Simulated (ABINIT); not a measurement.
# CsPbCl3 (Pm-3m) in ABINIT: further runs

The runs below take CsPbCl3 through optical spectrum, dielectric tensor, with PBEsol, LDA.

Program: ABINIT 10.8.3 (patched build). These are calculated values, not measurements. Logs are shortened: lines on timing, memory, paths and dates and some standing lists are left out, and cuts for length are marked. The log counts tension as positive stress, the text compression.

**1. The structure**

It takes space group Pm-3m (No. 221, cubic). The conventional cell has a = 5.605 Å, b = 5.605 Å, c = 5.605 Å, α = 90.00°, β = 90.00°, γ = 90.00°. Pb (site symmetry m-3m) is surrounded by 6 Cl at 2.80 Å. Cs (site symmetry m-3m) has 12 Cl at 3.96 Å as nearest neighbours. Around Cl (site symmetry 4/mmm) lie 2 Pb at 2.80 Å.

**2. Optical spectrum, PBEsol**

run.abi reads:

```
ndtset 3

pp_dirpath "./"
pseudos "Pb.upf, Cs.upf, Cl.upf"

acell 10.5919149285 10.5919149285 10.5919149285
rprim
     1.0000000000     0.0000000000     0.0000000000
     0.0000000000     1.0000000000     0.0000000000
     0.0000000000     0.0000000000     1.0000000000
ntypat 3
znucl 82 55 17
natom 5
typat 1 2 3 3 3
xred
            1/2            1/2            1/2
            0.0            0.0            0.0
            1/2            0.0            1/2
            0.0            1/2            1/2
            1/2            1/2            0.0

ecut 25.0

ngkpt 6 6 6
nshiftk 1
shiftk 0.5 0.5 0.5
istwfk *1

ixc -116133

occopt 1

nstep 80
diemac 6.0

iomode 3
prteig 0
prtebands 0

nband1 22
tolvrs1 1.0e-12
prtden1 1
prtwf1 0
kptopt1 1

iscf2 -2
getden2 1
nband2 34
nbdbuf2 4
tolwfr2 1.0e-12
nstep2 120
prtden2 0
kptopt2 1

optdriver3 8
wfk_task3 "wfk_optics_fullbz"
getwfk3 2
nband3 30
kptopt3 1
prtevk3 1
inclvkb3 2
```

optic.abi reads:

```
&FILES
 ddkfile_1 = 'runo_DS3_1_EVK.nc',
 ddkfile_2 = 'runo_DS3_2_EVK.nc',
 ddkfile_3 = 'runo_DS3_3_EVK.nc',
 wfkfile = 'runo_DS3_WFK.nc'
/
&PARAMETERS
 broadening = 0.005512,
 domega = 0.002,
 maxomega = 0.8,
 scissor = 0.000000,
 tolerance = 0.002
/
&COMPUTATIONS
 num_lin_comp = 1,
 lin_comp = 11,
 num_nonlin_comp = 0
/
```

Potentials or basis: PseudoDojo NC SR PBEsol v0.4.1 standard.

The run is started by

```console
abinit run.abi > log 2>&1
optic optic.abi > optic.log 2>&1
```

run.abo:

```text
.Version 10.8.3 of ABINIT
 DATASET    1 : space group Pm -3 m (#221); Bravais cP (primitive cubic)
================================================================================
 Values of the parameters that define the memory need for DATASET  1.
     intxc =       0    ionmov =       0      iscf =       7    lmnmax =       8
     lnmax =       8     mgfft =      48  mpssoang =       4    mqgrid =    3001
     natom =       5  nloc_mem =       1    nspden =       1   nspinor =       1
    nsppol =       1      nsym =      48    n1xccc =    2501    ntypat =       3
    occopt =       1   xclevel =       2
       mpw =        7119          nfft =      110592          nkpt =          10
================================================================================
================================================================================
[... 13 lines left out ...]
 DATASET    3 : space group Pm -3 m (#221); Bravais cP (primitive cubic)
================================================================================
 Values of the parameters that define the memory need for DATASET  3.
     intxc =       0    ionmov =       0      iscf =       7    lmnmax =       8
     lnmax =       8     mgfft =      48  mpssoang =       4    mqgrid =    3001
     natom =       5  nloc_mem =       1    nspden =       1   nspinor =       1
    nsppol =       1      nsym =      48    n1xccc =    2501    ntypat =       3
    occopt =       1   xclevel =       2
       mpw =        7119          nfft =      110592          nkpt =          10
================================================================================
================================================================================

--------------------------------------------------------------------------------
------------- Echo of variables that govern the present computation ------------
--------------------------------------------------------------------------------
 -outvars: echo values of preprocessed input variables --------
            acell      1.0591914928E+01  1.0591914928E+01  1.0591914928E+01 Bohr
              amu      2.07200000E+02  1.32905430E+02  3.54527000E+01
           diemac      6.00000000E+00
             ecut      2.50000000E+01 Hartree
           getden1          0
           getden2          1
           getden3          0
           getwfk1          0
           getwfk2          0
           getwfk3          2
             iscf1          7
             iscf2         -2
             iscf3          7
              ixc     -116133
           jdtset        1    2    3
         kptrlatt        6    0    0      0    6    0      0    0    6
          kptrlen      6.35514896E+01
            natom           5
            nband1         22
            nband2         34
            nband3         30
           nbdbuf1          0
           nbdbuf2          4
           nbdbuf3          0
           ndtset           3
            ngfft          48      48      48
             nkpt          10
            nstep1         80
            nstep2        120
            nstep3         80
             nsym          48
           ntypat           3
        optdriver1          0
        optdriver2          0
        optdriver3          8
           prtden1          1
           prtden2          0
           prtden3          1
        prtebands           0
           prteig           0
           prtevk1          0
           prtevk2          0
           prtevk3          1
            prtwf1          0
            prtwf2          1
            prtwf3          1
           shiftk      5.00000000E-01  5.00000000E-01  5.00000000E-01
          spgroup         221
           tolvrs1     1.00000000E-12
           tolvrs2     0.00000000E+00
           tolvrs3     0.00000000E+00
           tolwfr1     0.00000000E+00
           tolwfr2     1.00000000E-12
           tolwfr3     0.00000000E+00
            typat      1  2  3  3  3
         wfk_task1          0
         wfk_task2          0
         wfk_task3          7
           xangst      2.8024999981E+00  2.8024999981E+00  2.8024999981E+00
                       0.0000000000E+00  0.0000000000E+00  0.0000000000E+00
                       2.8024999981E+00  0.0000000000E+00  2.8024999981E+00
                       0.0000000000E+00  2.8024999981E+00  2.8024999981E+00
                       2.8024999981E+00  2.8024999981E+00  0.0000000000E+00
            xcart      5.2959574643E+00  5.2959574643E+00  5.2959574643E+00
                       0.0000000000E+00  0.0000000000E+00  0.0000000000E+00
                       5.2959574643E+00  0.0000000000E+00  5.2959574643E+00
                       0.0000000000E+00  5.2959574643E+00  5.2959574643E+00
                       5.2959574643E+00  5.2959574643E+00  0.0000000000E+00
             xred      5.0000000000E-01  5.0000000000E-01  5.0000000000E-01
                       0.0000000000E+00  0.0000000000E+00  0.0000000000E+00
                       5.0000000000E-01  0.0000000000E+00  5.0000000000E-01
[... 211 lines left out ...]
meta: {optdriver: 0, ionmov: 0, optcell: 0, iscf: -2, paral_kgb: 0, }
...

 mkfilename : getden/=0, take file _DEN from output of DATASET   1.

 Real(R)+Recip(G) space primitive vectors, cartesian coordinates (Bohr,Bohr^-1):
 R(1)= 10.5919149  0.0000000  0.0000000  G(1)=  0.0944116  0.0000000  0.0000000
 R(2)=  0.0000000 10.5919149  0.0000000  G(2)=  0.0000000  0.0944116  0.0000000
 R(3)=  0.0000000  0.0000000 10.5919149  G(3)=  0.0000000  0.0000000  0.0944116
 Unit cell volume ucvol=  1.1882928E+03 bohr^3
 Angles (23,13,12)=  9.00000000E+01  9.00000000E+01  9.00000000E+01 degrees

 getcut: wavevector=  0.0000  0.0000  0.0000  ngfft=  48  48  48
         ecut(hartree)=     25.000   => boxcut(ratio)=   2.01341
--------------------------------------------------------------------------------

================================================================================
 Non-SCF case, kpt    1 (  0.08333  0.08333  0.08333), residuals and eigenvalues=
  6.39E-13  4.56E-13  8.51E-13  8.51E-13  5.99E-13  9.77E-13  9.69E-13  7.04E-13
  3.99E-13  6.23E-13  8.46E-13  5.64E-13  7.76E-13  7.55E-13  9.65E-13  7.33E-13
  4.47E-13  5.63E-13  7.31E-13  5.67E-13  4.61E-13  7.61E-13  6.88E-13  8.12E-13
  6.86E-13  6.33E-13  5.92E-13  7.65E-13  8.94E-13  6.74E-13  8.50E-13  1.85E-10
  1.02E-10  1.01E-09
 -7.1221E-01 -5.4338E-01 -5.4338E-01 -5.3440E-01 -5.3440E-01 -5.3440E-01
 -4.8358E-01 -4.5250E-01 -4.5250E-01 -2.2623E-01 -2.2623E-01 -2.2590E-01
 -1.8528E-01 -9.7522E-02 -9.7522E-02 -8.8911E-02 -2.6244E-02 -2.6244E-02
 -2.3464E-02 -2.1977E-02 -2.0350E-02 -2.0350E-02  1.9763E-01  2.3212E-01
  2.3212E-01  2.6046E-01  2.6241E-01  2.6241E-01  2.8690E-01  2.8690E-01
  2.9527E-01  3.6242E-01  3.7593E-01  3.7593E-01
 prteigrs : prtvol=0 or 1, do not print more k-points.

--- !ResultsGS
iteration_state: {dtset: 2, }
comment   : Summary of ground state results
lattice_vectors:
- [ 10.5919149,   0.0000000,   0.0000000, ]
- [  0.0000000,  10.5919149,   0.0000000, ]
- [  0.0000000,   0.0000000,  10.5919149, ]
lattice_lengths: [  10.59191,   10.59191,   10.59191, ]
lattice_angles: [ 90.000,  90.000,  90.000, ] # degrees, (23, 13, 12)
lattice_volume:   1.1882928E+03
convergence: {deltae:  0.000E+00, res2:  0.000E+00, residm:  9.992E-13, diffor:  0.000E+00, }
etotal    :  -1.42989303E+02
entropy   :   0.00000000E+00
fermie    :   5.48710163E-02
cartesian_stress_tensor: null
pressure_GPa: null
xred      :
- [  5.0000E-01,   5.0000E-01,   5.0000E-01, Pb]
- [  0.0000E+00,   0.0000E+00,   0.0000E+00, Cs]
- [  5.0000E-01,   0.0000E+00,   5.0000E-01, Cl]
- [  0.0000E+00,   5.0000E-01,   5.0000E-01, Cl]
- [  5.0000E-01,   5.0000E-01,   0.0000E+00, Cl]
cartesian_forces: null
force_length_stats: {min: null, max: null, mean: null, }
...

 Integrated electronic density in atomic spheres:
 ------------------------------------------------
 Atom  Sphere_radius  Integrated_density
    1        2.00000         10.06223466
    2        2.00000          4.47410429
    3        2.00000          5.04215742
    4        2.00000          5.04215742
    5        2.00000          5.04215742
================================================================================

 ----iterations are completed or convergence reached----

 Mean square residual over all n,k,spin=   70.936E-14; max=  99.922E-14
 reduced coordinates (array xred) for    5 atoms
       0.500000000000      0.500000000000      0.500000000000
       0.000000000000      0.000000000000      0.000000000000
       0.500000000000      0.000000000000      0.500000000000
       0.000000000000      0.500000000000      0.500000000000
       0.500000000000      0.500000000000      0.000000000000

 cartesian coordinates (angstrom) at end:
    1      2.80249999809149     2.80249999809149     2.80249999809149
    2      0.00000000000000     0.00000000000000     0.00000000000000
    3      2.80249999809149     0.00000000000000     2.80249999809149
    4      0.00000000000000     2.80249999809149     2.80249999809149
    5      2.80249999809149     2.80249999809149     0.00000000000000
 length scales= 10.591914928500 10.591914928500 10.591914928500 bohr
              =  5.604999996183  5.604999996183  5.604999996183 angstroms
 Eigenvalues (hartree) for nkpt=  10  k points:
 kpt#   1, nband= 34, wtk=  0.03704, kpt=  0.0833  0.0833  0.0833 (reduced coord)
  -0.71221   -0.54338   -0.54338   -0.53440   -0.53440   -0.53440   -0.48358   -0.45250
  -0.45250   -0.22623   -0.22623   -0.22590   -0.18528   -0.09752   -0.09752   -0.08891
  -0.02624   -0.02624   -0.02346   -0.02198   -0.02035   -0.02035    0.19763    0.23212
   0.23212    0.26046    0.26241    0.26241    0.28690    0.28690    0.29527    0.36242
   0.37593    0.37593
 prteigrs : prtvol=0 or 1, do not print more k-points.

================================================================================
== DATASET  3 ==================================================================

--- !DatasetInfo
iteration_state: {dtset: 3, }
dimensions: {natom: 5, nkpt: 10, mband: 30, nsppol: 1, nspinor: 1, nspden: 1, mpw: 7119, }
cutoff_energies: {ecut:  25.0, pawecutdg:  -1.0, }
electrons: {nelect:   4.40000000E+01, charge:   0.00000000E+00, occopt:   1.00000000E+00, tsmear:   1.00000000E-02, }
meta: {optdriver: 8, wfk_task: 7, }
...

 mkfilename : getwfk/=0, take file _WFK from output of DATASET   2.

--------------------------------------------------------------------------------

 Computation of velocity matrix elements (DDK)

 Parameters extracted from the Abinit header:
    ecut:     25.0
    nkpt:    216
    mband:   34
    nsppol:  1
    nspinor: 1
    useylm:  0
    inclvkb: 2
    bmin: 1, bmax: 34
    Computing diagonal and off-diagonal matrix elements
    Between band index bmin: 1, bmax: 34

== END DATASET(S) ==============================================================
================================================================================

 -outvars: echo values of variables after computation  --------
            acell      1.0591914928E+01  1.0591914928E+01  1.0591914928E+01 Bohr
           etotal1    -1.4298930294E+02
           etotal3     0.0000000000E+00
            fcart1    -0.0000000000E+00 -0.0000000000E+00 -0.0000000000E+00
                      -0.0000000000E+00 -0.0000000000E+00 -0.0000000000E+00
                      -0.0000000000E+00 -0.0000000000E+00 -0.0000000000E+00
                      -0.0000000000E+00 -0.0000000000E+00 -0.0000000000E+00
                      -0.0000000000E+00 -0.0000000000E+00 -0.0000000000E+00
            fcart3     0.0000000000E+00  0.0000000000E+00  0.0000000000E+00
                       0.0000000000E+00  0.0000000000E+00  0.0000000000E+00
                       0.0000000000E+00  0.0000000000E+00  0.0000000000E+00
                       0.0000000000E+00  0.0000000000E+00  0.0000000000E+00
                       0.0000000000E+00  0.0000000000E+00  0.0000000000E+00
           strten1    -2.5604730091E-06 -2.5604730091E-06 -2.5604730091E-06
                       0.0000000000E+00  0.0000000000E+00  0.0000000000E+00
           strten3     0.0000000000E+00  0.0000000000E+00  0.0000000000E+00
                       0.0000000000E+00  0.0000000000E+00  0.0000000000E+00
           xangst      2.8024999981E+00  2.8024999981E+00  2.8024999981E+00
                       0.0000000000E+00  0.0000000000E+00  0.0000000000E+00
                       2.8024999981E+00  0.0000000000E+00  2.8024999981E+00
                       0.0000000000E+00  2.8024999981E+00  2.8024999981E+00
                       2.8024999981E+00  2.8024999981E+00  0.0000000000E+00
             xred      5.0000000000E-01  5.0000000000E-01  5.0000000000E-01
                       0.0000000000E+00  0.0000000000E+00  0.0000000000E+00
                       5.0000000000E-01  0.0000000000E+00  5.0000000000E-01
                       0.0000000000E+00  5.0000000000E-01  5.0000000000E-01
                       5.0000000000E-01  5.0000000000E-01  0.0000000000E+00
 Calculation completed.
```

It took 4.9 min on 1 thread of Arm Neoverse V2, shared host; peak memory 0.91 GiB.

What came out:

```yaml
Free_energy: -3890.9372 eV
Pressure: 0.1 GPa
```

Dielectric function (mean over the directions given):
| energy (eV) | real part | imaginary part |
| --- | --- | --- |
| 0.33 | 3.83 | 0.01 |
| 0.76 | 3.89 | 0.03 |
| 1.31 | 4.06 | 0.07 |
| 1.74 | 4.32 | 0.12 |
| 2.29 | 5.04 | 0.44 |
| 2.83 | 4.70 | 0.97 |
| 3.27 | 5.77 | 3.32 |
| 3.81 | 3.41 | 3.56 |
| 4.25 | 4.08 | 2.79 |
| 4.79 | 2.85 | 3.56 |
| 5.33 | 1.19 | 3.24 |
| 5.77 | 1.49 | 2.23 |
| 6.31 | 1.49 | 2.79 |
| 6.75 | 1.39 | 1.64 |
| 7.29 | 2.06 | 2.44 |
| 7.84 | 1.54 | 3.23 |
| 8.27 | 0.52 | 2.88 |
| 8.82 | 0.16 | 2.21 |
| 9.36 | 0.20 | 1.45 |
| 9.80 | 0.57 | 1.77 |
| 10.34 | 0.55 | 1.50 |
| 10.78 | 0.20 | 1.52 |
| 11.32 | 0.07 | 0.78 |
| 11.86 | 0.90 | 0.89 |
| 12.30 | 0.80 | 0.81 |
| 12.84 | 1.19 | 1.43 |
| 13.28 | 0.91 | 1.87 |
| 13.82 | 0.25 | 2.11 |
| 14.37 | -0.57 | 2.32 |
| 14.80 | -0.98 | 1.04 |
| 15.35 | -0.42 | 0.43 |
| 15.89 | -0.16 | 0.38 |
| 16.33 | -0.17 | 0.30 |
| 16.87 | 0.06 | 0.08 |
| 17.31 | 0.23 | 0.05 |
| 17.85 | 0.39 | 0.05 |
| 18.39 | 0.56 | 0.07 |
| 18.83 | 0.65 | 0.24 |
| 19.38 | 0.45 | 0.32 |
| 19.92 | 0.54 | 0.17 |

Caveat: the cutoff is short for stress, so the pressure is rough; spectra need much finer meshes, so this one isn't converged; independent-particle spectra lack excitons. Spin-orbit coupling is left out, which matters for the levels of Cs, Pb.

(Part 1 of 2 ends here.)
